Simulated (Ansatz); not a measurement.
Runs of Ansatz 0.2.0 on TiB2. It takes space group P6/mmm (No. 191, hexagonal). Conventional cell: a = 3.029 Å, b = 3.029 Å, c = 3.228 Å, α = 90.00°, β = 90.00°, γ = 120.00°. Around Ti (site symmetry 6/mmm) lie 12 B at 2.38 Å. Around B (site symmetry -6m2) lie 3 B at 1.75 Å. 

```csv
task,level,U,cell,k mesh,cutoff (eV),hubbard projectors,double counting,points for each segment of the path,gap on the mesh (eV),pressure (GPa),relaxed volume (Å³/atom)
relaxation of cell and atoms,BLYP+D3(BJ),-,relaxed,10 × 10 × 8,420,-,-,-,-,0.0,8.18
relaxation of cell and atoms,LDA+U,Ti d U = 8 eV,relaxed,10 × 10 × 8,420,ortho-atomic (the default),fll (the default),-,none,0.0,8.46
relaxation of cell and atoms,BLYP+D4,-,relaxed,10 × 10 × 8,420,-,-,-,-,0.0,8.27
phonons,r2SCAN,-,as given,8 × 8 × 7,500,-,-,-,none,-,-
band structure,BLYP,-,as given,10 × 10 × 8,420,-,-,14,none,(a),-
```

Alike in all rows: potentials or basis Ansatz PAW; no spin polarisation; smearing fermi-dirac 0.05 eV.

Q: Estimate the missing entries.

A: (a) 6.6.

Caveats: the PAW data sets come from PBE, with cores solved anew for the run's functional, which leaves a small shift of forces and pressure; the potentials were made for another functional, which shifts forces and pressure (some runs); the plane-wave basis is chosen anew once the cell has moved, so the energies of steps on either side of that aren't comparable (some runs); U without spin polarisation on a metal has little footing (some runs); the U is typed as a test and isn't derived for this compound (some runs).

A k mesh can miss the band edges.

A gap of «none» marks a metal or a gap under the smearing width.

Not every run made on this cell is shown here.
